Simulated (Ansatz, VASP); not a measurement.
One calculation of SiC, two programs

Contents of INCAR:

```
PREC = Accurate ; ENCUT = 520
EDIFF = 1E-7 ; ISMEAR = 0
SIGMA = 0.02 ; LREAL = False
LASPH = True ; NELM = 60
ALGO = Normal ; ISIF = 2
LWAVE = False ; LCHARG = False
GGA = PS ; NBANDS = 11
```

Contents of KPOINTS:

```
Automatic mesh
0
Gamma
  12 12 12
```

Contents of POSCAR:

```
SiC
1.0
    0.0000000000      2.1783275120      2.1783275120
    2.1783275120      0.0000000000      2.1783275120
    2.1783275120      2.1783275120      0.0000000000
Si C
1 1
Direct
    0.0000000000      0.0000000000      0.0000000000
    0.7500000000      0.7500000000      0.7500000000
```

Input for Ansatz:

```yaml
crystal:
  lattice:
    - [0.0, 2.178327512, 2.178327512]
    - [2.178327512, 0.0, 2.178327512]
    - [2.178327512, 2.178327512, 0.0]
  atoms:
    - { symbol: Si, position: [0.0, 0.0, 0.0] }
    - { symbol: C, position: [0.75, 0.75, 0.75] }
basis:
  ecutwfc: 420
kpoints:
  mp_grid: { grid: [12, 12, 12] }
  band_path: { path: [VBM, CBM], npoints: 2 }
hamiltonian:
  xc: pbesol
scf:
  occupations: { method: gaussian, width: 0.02 }
output:
  forces: true
  stress: true
  eigenvalues: true
  write_density: true
  write_potential: true
  elf: true
  volumetric_format: npy
```

Alike in both runs: task single point; functional PBEsol; k mesh 12 × 12 × 12; occupations gaussian, width 0.02 eV; no spin polarisation.

|  | VASP | Ansatz |
| --- | --- | --- |
| version | VASP 6.6.1 | Ansatz 0.2.0 |
| potentials or method | VASP PAW PBE potentials, release 64 (Si, C) | scalar-relativistic, plane waves, PAW |
| plane-wave cutoff (eV) | 520 | 420 |
| valence electrons in the cell | 8 | 8 |

```tsv
	VASP	Ansatz	Ansatz less VASP
gap on the k mesh at the Fermi level (eV)	1.23	1.24	+0.010
least direct gap on the mesh (eV)	4.44	4.45	+0.009
pressure (GPa)	0.4	0.0	-0.35
```

With one functional, cell and mesh, what is left measures potentials, basis and numerics.

Caveats: the PAW data sets were made with another functional, which shifts forces and pressure a little (VASP). A k mesh can miss the band edges. Expect the measured gap to be larger: semilocal functionals such as PBEsol lack the derivative discontinuity.
